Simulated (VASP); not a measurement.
Wanted: the native input for a VASP 6.6.1 run.

| Quantity | Value |
| --- | --- |
| Task | relaxation of cell and atoms |
| Functional | r2SCAN |
| Potentials or basis | VASP PAW PBE potentials, release 64 (Sc_sv) |
| Cutoff | 600 eV |
| k mesh | 15 × 15 × 7 |
| Occupations | methfessel-paxton, width 0.1 eV |
| Spin | no spin polarisation |
| Further INCAR settings | ALGO = Normal; EDIFF = 1e-07; IBRION = 2; EDIFFG = -0.005; NSW = 90; ISIF = 3 |

The structure of Sc lies in POSCAR:

```
Sc                                      
1.0
    3.3367744238     -0.0000000000     -0.0000000000
   -1.6683872119      2.8897314177      0.0000000000
   -0.0000000000      0.0000000000      5.1785881893
  Sc            
     2
Direct
     0.3333333332999970    0.6666666667000030    0.2500000000000000
     0.6666666667000030    0.3333333332999970    0.7500000000000000
```

These files were run (other wordings do the same):

INCAR

```
  PREC = Accurate
  ENCUT = 600
  EDIFF = 1E-7
  ISMEAR = 1
  SIGMA = 0.1
  LREAL = False
  LASPH = True
  NELM = 80
  ALGO = Normal
  ISIF = 3
  LWAVE = False
  LCHARG = False
  METAGGA = R2SCAN
  LMIXTAU = True
  IBRION = 2
  NSW = 90
  EDIFFG = -0.005
```

KPOINTS

```
regular mesh
0
Gamma
  15 15 7
```

Potentials or basis: VASP PAW PBE potentials, release 64 (Sc_sv).

The run is started by

```console
$ cat potpaw_PBE.64/Sc_sv/POTCAR > POTCAR
$ mpirun -np 1 vasp_std > vasp.out
```

It gave:

```json
{
  "Pressure after relaxing": "0.0 GPa",
  "Band gap on the k mesh": "none (metal or under the smearing width)"
}
```

Caveat: the relaxation stopped at its first step, so nothing moved; the PAW data sets were made with another functional, which shifts forces and pressure a little.

It took 4.5 min on 1 thread of Intel(R) Xeon(R) 6975P-C (Granite Rapids), on a shared host, peak memory 0.24 GiB.
